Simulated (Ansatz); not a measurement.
The system is Ta.

```xyz
1
Lattice="-1.6513 1.6513 1.6513 1.6513 -1.6513 1.6513 1.6513 1.6513 -1.6513" Properties=species:S:1:pos:R:3 pbc="T T T"
Ta    0.0000    0.0000    0.0000
```

- Program: Ansatz 0.2.0
- Task: relaxation of cell and atoms
- Functional: RPBE
- Potentials or basis: Ansatz PAW
- Cutoff: 420 eV (not typed: the program's choice for these potentials)
- k mesh: 11 × 11 × 11
- Occupations: fermi-dirac, width 0.05 eV
- Spin: no spin polarisation

At the start: volume 18.01 Å³/atom.

Where does the relaxation end?

It ends after 4 steps and the volume is 18.58 Å³/atom (+3.1 %); space group Im-3m (No. 229, to 0.05 Å).

The path:
| step | energy change (eV) | largest force (eV/Å) | volume (Å³) |
| --- | --- | --- | --- |
| 1 | 0.0000 | 0.0000 | 18.01 |
| 2 | -0.0101 | 0.0000 | 18.65 |
| 3 | -0.0103 | 0.0000 | 18.58 |
| 4 | -0.0105 | 0.0000 | 18.58 |

Final structure:
```xyz
1
Lattice="-1.6684 1.6684 1.6684 1.6684 -1.6684 1.6684 1.6684 1.6684 -1.6684" Properties=species:S:1:pos:R:3 pbc="T T T"
Ta    0.0000    0.0000    0.0000
```

Caveat: the plane-wave basis is chosen anew once the cell has moved, so the energies of steps on either side of that aren't comparable; the PAW data sets come from PBE, with cores solved anew for the run's functional, which leaves a small shift of forces and pressure.
